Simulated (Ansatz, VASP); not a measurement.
# Two plane-wave programs on Sc

The input INCAR:

```
PREC = Accurate ; ENCUT = 520
EDIFF = 1E-6 ; ISMEAR = 0
SIGMA = 0.15 ; LREAL = False
LASPH = True ; NELM = 100
ALGO = Normal ; ISIF = 2
LWAVE = False ; LCHARG = True
GGA = PS ; LELF = True
LVHAR = True ; NBANDS = 12
```

File KPOINTS:

```
regular mesh
0
Gamma
  18 18 18
```

File POSCAR:

```
Sc
1.0
    0.0000000000      2.0888600000      2.2705000000
    2.0888600000      0.0000000000      2.2705000000
    2.0888600000      2.0888600000      0.0000000000
Sc
1
Direct
    0.0000000000      0.0000000000      0.0000000000
```

Input for Ansatz:

```yaml
crystal:
  lattice:
    - [0.0, 2.08886, 2.2705]
    - [2.08886, 0.0, 2.2705]
    - [2.08886, 2.08886, 0.0]
  atoms:
    - { symbol: Sc, position: [0.0, 0.0, 0.0] }
basis:
  ecutwfc: 420
kpoints:
  mp_grid: { grid: [18, 18, 18] }
hamiltonian:
  xc: pbesol
scf:
  occupations: { method: gaussian, width: 0.15 }
output:
  forces: true
  stress: true
  eigenvalues: true
```

Change from the starting cell: strain -0.080 along x and y, +0.000 along z, atoms carried along.

Alike in both runs: task single point; functional PBEsol; k mesh 18 × 18 × 18; occupations gaussian, width 0.15 eV; no spin polarisation.

|  | VASP | Ansatz |
| --- | --- | --- |
| version | VASP 6.6.1 | Ansatz 0.2.0 |
| potentials or method | VASP PAW PBE potentials, release 64 (Sc_sv) | scalar-relativistic, plane waves, PAW |
| plane-wave cutoff (eV) | 520 | 420 |
| valence electrons in the cell | 11 | 11 |

```csv
,VASP,Ansatz,Ansatz less VASP
gap on the k mesh at the Fermi level (eV),none,none,-
pressure (GPa),12.4,12.3,-0.05
largest component of the traceless stress (GPa),2.04,2.02,-0.020
```

A gap of «none» marks a metal or a gap that the smearing closes.

Caveats: the PAW data sets were made with another functional, which shifts forces and pressure a little (VASP).
